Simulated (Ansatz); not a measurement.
# Structure relaxation of Ba

Level of theory: DFT PBE, scalar-relativistic, plane waves, PAW (Ansatz 0.2.0). Cutoff 420 eV, Γ-centred k mesh, Gaussian smearing, no spin polarisation in the final step.

The start puts Ba on the sites of a reported F cell (C2/m, No. 12), at a guessed volume.

```
Ba
1.0
     4.60767   -2.74785    0.00000
     4.60767    2.74785    0.00000
    -2.57361    0.00000   11.92971
Ba
4
Direct
  0.05040 0.05040 0.09960
  0.94960 0.94960 0.90040
  0.50500 0.50500 0.60000
  0.49500 0.49500 0.40000
```

Steps on the 4×4×2 mesh (4 atoms). 12 of 14 steps are shown, and the free energy counts from the last. Trial steps that were taken back and renewals of the plane-wave basis can be among the rows.

| step | ΔF (meV/atom) | V (Å³/atom) | P (GPa) | largest force component (eV/Å) |
| --- | --- | --- | --- | --- |
| 1 | 2552.0 | 75.52 | 7.90 | 11.945 |
| 2 | 1113.2 | 76.55 | 1.21 | 3.149 |
| 3 | 724.4 | 71.99 | 0.46 | 1.868 |
| 5 | 221.3 | 63.82 | 0.27 | 0.329 |
| 6 | 127.6 | 60.93 | 0.55 | 0.111 |
| 7 | 95.8 | 59.44 | 0.72 | 0.131 |
| 8 | 67.9 | 63.11 | 0.25 | 0.146 |
| 9 | 44.2 | 64.22 | 0.03 | 0.150 |
| 10 | 24.7 | 64.55 | -0.03 | 0.121 |
| 12 | 2.3 | 64.21 | 0.00 | 0.014 |
| 13 | 1.9 | 64.17 | 0.00 | 0.005 |
| 14 | 0.0 | 64.17 | 0.05 | 0.005 |

A final relaxation ran on a 12×12×4 mesh. The relaxed crystal, C2/m (No. 12):

```
Ba
1.0
     3.89149   -2.23732    0.00000
     3.89149    2.23732    0.00000
    -2.65687    0.00000   14.68951
Ba
4
Cartesian
  1.2845 0.0000 1.8377
  3.8416 0.0000 12.8518
  1.2723 0.0000 9.1775
  3.8538 0.0000 5.5120
```

```yaml
Volume_per_atom: 63.95 Å³
Density: 3.57 g/cm³
Energy_over_the_standard_structure: 0.02 eV/atom
Gap_on_the_12×12×4_mesh: 0 eV (a metal)
```

Energies count from the standard state of Ba at the same level.

The final run used a 12×12×4 mesh on its 4-atom cell and 0.10 eV smearing. The k mesh leaves about 4 meV/atom of noise in metals.

Symmetry constrained the relaxation, so the result can be a saddle point.